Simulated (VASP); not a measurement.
AlAs:

```
CELL_PARAMETERS angstrom
0.00000 2.84088 2.84088
2.84088 0.00000 2.84088
2.84088 2.84088 0.00000
ATOMIC_POSITIONS crystal
Al 0.00000 0.00000 0.00000
As 0.25000 0.25000 0.25000
```

Program: VASP 6.6.1. Alike in all runs: task band structure; potentials or basis VASP PAW PBE potentials, release 64 (Al, As); no spin polarisation; cell as given; k mesh 6 × 6 × 6; cutoff (eV) 520; smearing gaussian 0.03 eV.

Task: Order these runs on this cell by their band gap on the k mesh, lowest first.
A. level HSE06; screening parameter 0.2 1/A
B. level PBE0; exchange at q = 0 truncated
C. level PBE
D. level PBE-EpsX; exchange at q = 0 truncated; share of exact exchange 0.1014

Result: C (1.45 eV), D (1.97 eV), A (2.12 eV), B (2.76 eV).

